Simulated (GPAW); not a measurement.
Ti:

```xyz
3
Lattice="4.5674 0.0000 0.0000 -2.2837 3.9555 0.0000 0.0000 0.0000 2.8262" Properties=species:S:1:pos:R:3 pbc="T T T"
Ti    2.2837    1.3185    1.4131
Ti    0.0000    2.6370    1.4131
Ti    0.0000    0.0000    0.0000
```

This isn't the form of Ti at room conditions, which is hcp.

```yaml
Program: GPAW 26.7.0
Task: relaxation of cell and atoms
Functional: PBEsol
Potentials_or_basis: PAW data sets generated in the run's folder for this functional
Cutoff: 600 eV
Basis: pw
k_mesh: 5 × 5 × 7
Occupations: fermi-dirac, width 0.05 eV
Spin: no spin polarisation
```

At the start: pressure -4.1 GPa; volume 17.02 Å³/atom.

Question: How do energy, volume and symmetry change on relaxing?

Answer: Over 6 steps the energy falls by 4.7 meV/atom and the volume is 16.43 Å³/atom (-3.5 %); space group P6/mmm (No. 191, to 0.05 Å).

Step by step:
| step | energy change (eV) | largest force (eV/Å) | pressure (GPa) | volume (Å³) |
| --- | --- | --- | --- | --- |
| 1 | 0.0000 | 0.0000 | -4.07 | 51.06 |
| 2 | -0.0056 | 0.0000 | -3.41 | 50.74 |
| 3 | -0.0135 | 0.0000 | 0.12 | 49.20 |
| 4 | -0.0137 | 0.0000 | 0.02 | 49.24 |
| 5 | -0.0140 | 0.0000 | -0.07 | 49.27 |
| 6 | -0.0141 | 0.0000 | -0.10 | 49.28 |

Final structure:
```
CELL_PARAMETERS angstrom
4.50745 0.00000 0.00000
-2.25372 3.90356 0.00000
0.00000 0.00000 2.80082
ATOMIC_POSITIONS crystal
Ti 0.66667 0.33333 0.50000
Ti 0.33333 0.66667 0.50000
Ti 0.00000 0.00000 0.00000
```

Caveat: later steps reuse the first step's grids.
